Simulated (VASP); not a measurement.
Input of a VASP 6.6.1 run:

Contents of INCAR:

```
PREC     = Accurate       # precision mode
ENCUT    = 520            # plane-wave cutoff, eV
EDIFF    = 1E-7           # SCF threshold, eV
ISMEAR   = 0              # smearing method
SIGMA    = 0.1            # smearing width, eV
LREAL    = False          # projectors in reciprocal space
LASPH    = True           # aspherical terms in the spheres
NELM     = 100            # most SCF steps
ALGO     = Normal         # electronic algorithm
ISIF     = 2              # what is computed and relaxed
LWAVE    = False          # write WAVECAR
LCHARG   = False          # write CHGCAR
GGA      = PE             # functional
NBANDS   = 8              # bands
```

File KPOINTS:

```
Automatic mesh
0
Gamma
  18 18 18
```

Contents of POSCAR:

```
Li
1.0
    0.0000000000      2.1607141600      2.1607141600
    2.1607141600      0.0000000000      2.1607141600
    2.1607141600      2.1607141600      0.0000000000
Li
1
Direct
    0.0000000000      0.0000000000      0.0000000000
```

Potentials or basis: VASP PAW PBE potentials, release 64 (Li_sv).

Command:

```bash
$ cat potpaw_PBE.64/Li_sv/POTCAR > POTCAR
$ mpirun -np 1 vasp_std > vasp.out
```

Predict the band gap on the k mesh.

none (metal or under the smearing width).
